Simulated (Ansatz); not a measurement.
# AlGaN2: the cost of one run

Program: Ansatz 0.2.0. Level of theory: DFT LDA, scalar-relativistic, plane waves, PAW. These are calculated values, not measurements.

1 further run of the same task is left out (set aside as unsound or not needed). Runs told in other sessions of the task aren't counted.

## Step 1: The system as given

Symmetry: P-4m2, No. 115, tetragonal system. The conventional cell has a = 3.115 Å, b = 3.115 Å, c = 4.384 Å, α = 90.00°, β = 90.00°, γ = 90.00°. Al (site symmetry -4m2) has 4 N at 1.88 Å in its first shell of neighbours. Ga (site symmetry -4m2) has 4 N at 1.93 Å in its first shell of neighbours. N (site symmetry 2mm) has 2 Al at 1.88 Å and 2 Ga at 1.93 Å in its first shell of neighbours.

Structure file:

```cif
data_structure
_symmetry_space_group_name_H-M 'P 1'
_symmetry_Int_Tables_number 1
_cell_length_a 3.1153
_cell_length_b 3.1153
_cell_length_c 4.3843
_cell_angle_alpha 90.000
_cell_angle_beta 90.000
_cell_angle_gamma 90.000
_cell_volume 42.55
loop_
_atom_site_label
_atom_site_type_symbol
_atom_site_fract_x
_atom_site_fract_y
_atom_site_fract_z
_atom_site_occupancy
Al1 Al 0.50000 0.50000 0.50000 1
Ga1 Ga 0.00000 0.00000 0.00000 1
N1 N 0.50000 0.00000 0.74005 1
N2 N 0.00000 0.50000 0.25995 1
```

It goes back to an entry of the Materials Project, which need not be the stable form.

This cell was relaxed beforehand with the same method: volume 10.64 Å³/atom, gap on the mesh 3.05 eV.

## Step 2: Zero of energy

Reference values: F = -4971.8918 eV; pressure -0.01 GPa; largest force 0.001 eV/Å; gap on the mesh 3.05 eV. It was computed beforehand with the settings of the runs below.

## Step 3: Zone-centre phonons by finite displacements

input.yaml

```yaml
crystal:
  lattice:
    - [3.1152864692, 0.0, 0.0]
    - [0.0, 3.1152864692, 0.0]
    - [0.0, 0.0, 4.3843301683]
  atoms:
    - { symbol: Al, position: [0.5, 0.5, 0.5] }
    - { symbol: Ga, position: [0.0, 0.0, 0.0] }
    - { symbol: "N", position: [0.5, 0.0, 0.7400513246] }
    - { symbol: "N", position: [0.0, 0.5, 0.2599486754] }
basis:
  ecutwfc: 420
kpoints:
  mp_grid: { grid: [8, 8, 6] }
hamiltonian:
  xc: lda
scf:
  occupations: { method: gaussian, width: 0.05 }
output:
  eigenvalues: true
phonons:
  method: fd
  supercell: [1, 1, 1]
  amplitude: 0.02
  eigenvectors: true
  dielectric: false
```

Command:

```
ansatz run input.yaml --threads 2 --pin off --max-ram 5120MiB --backend cpu --events-out ev --progress --plain --runs-dir out
```

What time and memory should one allow on 2 threads of Intel Xeon Platinum 8375C at 2.90GHz (Ice Lake), shared host?

About 16 s, with a peak of 0.53 GiB.
